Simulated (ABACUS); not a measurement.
Set up this calculation in ABACUS 3.10.1, as an ASE script.

```yaml
Task: single point
Functional: r2SCAN
Potentials_or_basis: SG15 ONCV 1.2 PBE
Cutoff: 1320 eV
Density_cutoff: 5279 eV
Basis: plane waves
k_mesh: 5 × 5 × 5
Occupations: fermi-dirac, width 0.05 eV
Spin: no spin polarisation
Radial_cutoff_of_the_potentials_pseudo_rcut: 10 bohr
SCF_threshold_on_the_density: 1e-08
Max_SCF_steps: 100
Eigensolver: dav
Mixing: broyden
Mixing_share: 0.7
Symmetry_key: 1
Bands: 19
```

The structure of InAs lies in InAs.cif:

```cif
data_InAs
_cell_length_a 4.26809653
_cell_length_b 4.26809653
_cell_length_c 4.26809653
_cell_angle_alpha 60.00000000
_cell_angle_beta 60.00000000
_cell_angle_gamma 60.00000000
_space_group_name_H-M_alt 'P1'
_space_group_name_Hall 'P 1'
_space_group_IT_number 1
loop_
_space_group_symop_operation_xyz
'x,y,z'
loop_
_atom_site_label
_atom_site_type_symbol
_atom_site_symmetry_multiplicity
_atom_site_Wyckoff_symbol
_atom_site_fract_x
_atom_site_fract_y
_atom_site_fract_z
_atom_site_occupancy
In1 In 1 a 0.0000000000 0.0000000000 0.0000000000 1
As1 As 1 a 0.7500000000 0.7500000000 0.7500000000 1
```

The input as run:

run_abacus.py

```python
"""ABACUS run from a structure file: ASE reads it, the script writes STRU, KPT and INPUT."""
import re
import subprocess
from ase.io import read
from ase.units import Bohr

atoms = read("InAs.cif")
atoms = atoms[(-atoms.numbers).argsort(kind="stable")]  # ABACUS lists atoms element by element
pseudo = {'In': 'In_ONCV_PBE-1.2.upf', 'As': 'As_ONCV_PBE-1.2.upf'}
orbital = {}
magmoms = None
kmesh = [5, 5, 5]
params = {
    'suffix': 'InAs',
    'calculation': 'scf',
    'basis_type': 'pw',
    'pseudo_dir': './',
    'symmetry': 1,
    'dft_functional': 'MGGA_X_R2SCAN+MGGA_C_R2SCAN',
    'ecutwfc': 97,
    'pseudo_rcut': 10,
    'nspin': 1,
    'nbands': 19,
    'ks_solver': 'dav',
    'smearing_method': 'fd',
    'smearing_sigma': 0.00367493,
    'scf_thr': 1e-08,
    'scf_nmax': 100,
    'mixing_type': 'broyden',
    'mixing_beta': 0.7,
    'cal_force': 1,
    'cal_stress': 1,
    'mixing_tau': 1,
    'out_chg': 1,
    'kpar': 4,
}

symbols = atoms.get_chemical_symbols()
elements = list(dict.fromkeys(symbols))
lines = ["ATOMIC_SPECIES"] + [f"{e} {atoms.get_masses()[symbols.index(e)]:.4f} {pseudo[e]}" for e in elements]
if orbital:
    lines += ["", "NUMERICAL_ORBITAL"] + [orbital[e] for e in elements]
lines += ["", "LATTICE_CONSTANT", f"{1 / Bohr:.10f}", "", "LATTICE_VECTORS"]
lines += [" ".join(f"{x:.10f}" for x in v) for v in atoms.cell]
lines += ["", "ATOMIC_POSITIONS", "Direct"]
for e in elements:
    lines += ["", e, "0.0", str(symbols.count(e))]
    for i, p in enumerate(atoms.get_scaled_positions(wrap=False)):
        if symbols[i] == e:
            mag = "" if magmoms is None else " mag " + " ".join(str(x) for x in (magmoms[i] if isinstance(magmoms[i], list) else [magmoms[i]]))
            lines.append(" ".join(f"{x:.10f}" for x in p) + " 1 1 1" + mag)
open("STRU", "w").write("\n".join(lines) + "\n")
open("KPT", "w").write("K_POINTS\n0\nGamma\n%d %d %d 0 0 0\n" % tuple(kmesh))
open("INPUT", "w").write("INPUT_PARAMETERS\n" + "".join(f"{k:<20s}{v}\n" for k, v in params.items()))

done = subprocess.run(['mpirun', '-np', '4', 'abacus'])
if done.returncode:
    raise SystemExit(done.returncode)
log = open("OUT.InAs/running_scf.log").read()
print("final energy (eV):", re.findall(r"FINAL_ETOT_IS (\S+)", log))
```

Potentials or basis: SG15 ONCV 1.2 PBE, plane waves.

Launch:

```sh
$ OMP_NUM_THREADS=1 python run_abacus.py > log
```

It gave:

| Property | Result |
| --- | --- |
| Pressure | 2.0 GPa |
| Band gap on the k mesh | none (metal or under the smearing width) |

Caveat: the k mesh is coarse (spacing up to 0.36 Å⁻¹), so the values aren't converged; the potentials were made for another functional, which shifts forces and pressure; this crystal is a semiconductor, whose small gap the functional closes, so the metal is an error of the method.

It took 15 s on 4 MPI ranks on AMD EPYC 9R45 96-Core Processor (Zen 5), with other jobs on the host, peak memory 0.52 GiB a rank.
